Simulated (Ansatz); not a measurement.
# Ru (P6_3/mmc) in Ansatz: notebook, part 2 of 2

Ansatz 0.2.0. The steps go on from the part before.

## Step 3: Single point, LDA, 12.76 Å³/atom (volume scaled by 0.94)

Contents of input.yaml:

```yaml
crystal:
  lattice:
    - [2.650564093, 0.0, 0.0]
    - [-1.3252820465, 2.2954558389, 0.0]
    - [0.0, 0.0, 4.1944897589]
  atoms:
    - { symbol: Ru, position: [0.6666666667, 0.3333333333, 0.75] }
    - { symbol: Ru, position: [0.3333333333, 0.6666666667, 0.25] }
hamiltonian:
  xc: lda
  pseudopotentials: { kind: paw }
kpoints:
  mp_grid: { grid: [11, 11, 6] }
scf:
  occupations: { method: fermi_dirac, width: 0.05 }
output:
  forces: true
  stress: true
  eigenvalues: true
  write_density: true
  write_potential: true
  elf: true
  volumetric_format: npy
```

Potentials or basis: Ansatz PAW.

Run with:

```sh
$ ansatz run input.yaml --threads 2 --pin off --max-ram 5632MiB --backend cpu --events-out ev --progress --plain --runs-dir out
```

Run time: 1.1 s. Hardware: 2 threads of Intel Xeon Platinum 8375C at 2.90GHz (Ice Lake), shared host; peak memory 0.37 GiB.

The run converged. Its results:

- Free energy: -11516.5664 eV
- Pressure: 9.9 GPa
- Band gap on the k mesh: none (metal or under the smearing width)

Caveat: the PAW data sets come from PBE, with cores solved anew for the run's functional, which leaves a small shift of forces and pressure.

## Step 4: Single point, LDA, 13.03 Å³/atom (volume scaled by 0.96)

Edit input.yaml of step 3 so:

```diff
@@ -2,5 +2,5 @@
   lattice:
-    - [2.650564093, 0.0, 0.0]
-    - [-1.3252820465, 2.2954558389, 0.0]
-    - [0.0, 0.0, 4.1944897589]
+    - [2.6692306523, 0.0, 0.0]
+    - [-1.3346153261, 2.3116215535, 0.0]
+    - [0.0, 0.0, 4.2240293924]
   atoms:
```

Run with:

```sh
$ ansatz run input.yaml --threads 2 --pin off --max-ram 5632MiB --backend cpu --events-out ev --progress --plain --runs-dir out
```

Wall time 1.2 s (2 threads of Intel Xeon Platinum 8375C at 2.90GHz (Ice Lake), shared host); peak memory 0.36 GiB.

The run converged. Its results:

- Free energy: -11516.5855 eV
- Pressure: 1.6 GPa
- Band gap on the k mesh: none (metal or under the smearing width)

Caveat: the PAW data sets come from PBE, with cores solved anew for the run's functional, which leaves a small shift of forces and pressure.

## Step 5: Single point, LDA, 13.30 Å³/atom (volume scaled by 0.98)

Edit input.yaml of step 4 so:

```diff
@@ -2,5 +2,5 @@
   lattice:
-    - [2.6692306523, 0.0, 0.0]
-    - [-1.3346153261, 2.3116215535, 0.0]
-    - [0.0, 0.0, 4.2240293924]
+    - [2.6876397213, 0.0, 0.0]
+    - [-1.3438198606, 2.3275642749, 0.0]
+    - [0.0, 0.0, 4.2531615502]
   atoms:
@@ -19,5 +19 @@
   eigenvalues: true
-  write_density: true
-  write_potential: true
-  elf: true
-  volumetric_format: npy
```

Run with:

```sh
$ ansatz run input.yaml --threads 2 --pin off --max-ram 5632MiB --backend cpu --events-out ev --progress --plain --runs-dir out
```

Run time: 0.81 s. Hardware: 2 threads of Intel Xeon Platinum 8375C at 2.90GHz (Ice Lake), shared host; peak memory 0.36 GiB.

Results (log left out):

| Quantity | Value |
| --- | --- |
| Free energy | -11516.5783 eV |
| Pressure | -5.7 GPa |
| Band gap on the k mesh | none (metal or under the smearing width) |

Caveat: the PAW data sets come from PBE, with cores solved anew for the run's functional, which leaves a small shift of forces and pressure.

## Step 6: Single point, LDA, 13.57 Å³/atom

Edit input.yaml of step 5 so:

```diff
@@ -2,5 +2,5 @@
   lattice:
-    - [2.6876397213, 0.0, 0.0]
-    - [-1.3438198606, 2.3275642749, 0.0]
-    - [0.0, 0.0, 4.2531615502]
+    - [2.7058, 0.0, 0.0]
+    - [-1.3529, 2.3432915376, 0.0]
+    - [0.0, 0.0, 4.2819]
   atoms:
```

Potentials or basis: Ansatz PAW.

Run with:

```sh
$ ansatz run input.yaml --threads 2 --pin off --max-ram 5632MiB --backend cpu --events-out ev --progress --plain --runs-dir out
```

It took 0.86 s on 2 threads of Intel Xeon Platinum 8375C at 2.90GHz (Ice Lake), shared host; peak memory 0.35 GiB.

Results (log left out):

```yaml
Free_energy: -11516.5476 eV
Pressure: -12.2 GPa
Band_gap_on_the_k_mesh: none (metal or under the smearing width)
```

Caveat: the PAW data sets come from PBE, with cores solved anew for the run's functional, which leaves a small shift of forces and pressure.

## Step 7: Single point, LDA, 13.85 Å³/atom (volume scaled by 1.02)

Edit input.yaml of step 6 so:

```diff
@@ -2,5 +2,5 @@
   lattice:
-    - [2.7058, 0.0, 0.0]
-    - [-1.3529, 2.3432915376, 0.0]
-    - [0.0, 0.0, 4.2819]
+    - [2.7237197275, 0.0, 0.0]
+    - [-1.3618598638, 2.3588104769, 0.0]
+    - [0.0, 0.0, 4.3102577801]
   atoms:
```

Run with:

```sh
$ ansatz run input.yaml --threads 2 --pin off --max-ram 5632MiB --backend cpu --events-out ev --progress --plain --runs-dir out
```

Run time: 0.81 s. Hardware: 2 threads of Intel Xeon Platinum 8375C at 2.90GHz (Ice Lake), shared host; peak memory 0.36 GiB.

Results (log left out):

| Quantity | Value |
| --- | --- |
| Free energy | -11516.4961 eV |
| Pressure | -18.0 GPa |
| Band gap on the k mesh | none (metal or under the smearing width) |

Caveat: the PAW data sets come from PBE, with cores solved anew for the run's functional, which leaves a small shift of forces and pressure.

## Step 8: Single point, LDA, 14.12 Å³/atom (volume scaled by 1.04)

Edit input.yaml of step 7 so:

```diff
@@ -2,5 +2,5 @@
   lattice:
-    - [2.7237197275, 0.0, 0.0]
-    - [-1.3618598638, 2.3588104769, 0.0]
-    - [0.0, 0.0, 4.3102577801]
+    - [2.7414067149, 0.0, 0.0]
+    - [-1.3707033574, 2.3741278572, 0.0]
+    - [0.0, 0.0, 4.3382472512]
   atoms:
```

Run with:

```sh
$ ansatz run input.yaml --threads 2 --pin off --max-ram 5632MiB --backend cpu --events-out ev --progress --plain --runs-dir out
```

Wall time 0.85 s (2 threads of Intel Xeon Platinum 8375C at 2.90GHz (Ice Lake), shared host); peak memory 0.37 GiB.

The run converged. Its results:

| Item | Value |
| --- | --- |
| Free energy | -11516.4262 eV |
| Pressure | -23.1 GPa |
| Band gap on the k mesh | none (metal or under the smearing width) |

Caveat: the PAW data sets come from PBE, with cores solved anew for the run's functional, which leaves a small shift of forces and pressure.

## Step 9: Single point, LDA, 14.39 Å³/atom (volume scaled by 1.06)

Edit input.yaml of step 8 so:

```diff
@@ -2,5 +2,5 @@
   lattice:
-    - [2.7414067149, 0.0, 0.0]
-    - [-1.3707033574, 2.3741278572, 0.0]
-    - [0.0, 0.0, 4.3382472512]
+    - [2.7588683749, 0.0, 0.0]
+    - [-1.3794341875, 2.3892500984, 0.0]
+    - [0.0, 0.0, 4.3658801443]
   atoms:
```

Potentials or basis: Ansatz PAW.

Run with:

```sh
$ ansatz run input.yaml --threads 2 --pin off --max-ram 5632MiB --backend cpu --events-out ev --progress --plain --runs-dir out
```

It took 0.89 s on 2 threads of Intel Xeon Platinum 8375C at 2.90GHz (Ice Lake), shared host; peak memory 0.36 GiB.

The run converged. Its results:

- Free energy: -11516.3400 eV
- Pressure: -27.6 GPa
- Band gap on the k mesh: none (metal or under the smearing width)

Caveat: the PAW data sets come from PBE, with cores solved anew for the run's functional, which leaves a small shift of forces and pressure.

## Step 10: Equation of state, LDA

No new run: the results of the series are fitted here.

Results:

* Equilibrium volume: 13.09 Å³/atom
* Bulk modulus at fixed shape and positions: 367 GPa
* Pressure derivative of the bulk modulus: 4.8

Energy against volume, from the lowest point:
| volume (Å³/atom) | energy (meV/atom) |
| --- | --- |
| 12.760 | 9.59 |
| 13.032 | 0.00 |
| 13.303 | 3.62 |
| 13.575 | 18.98 |
| 13.846 | 44.72 |
| 14.118 | 79.68 |
| 14.389 | 122.78 |

Caveat: the cell was scaled at fixed shape and fractional positions, which overstates the stiffness of a crystal with free parameters, most of all of layers and chains.
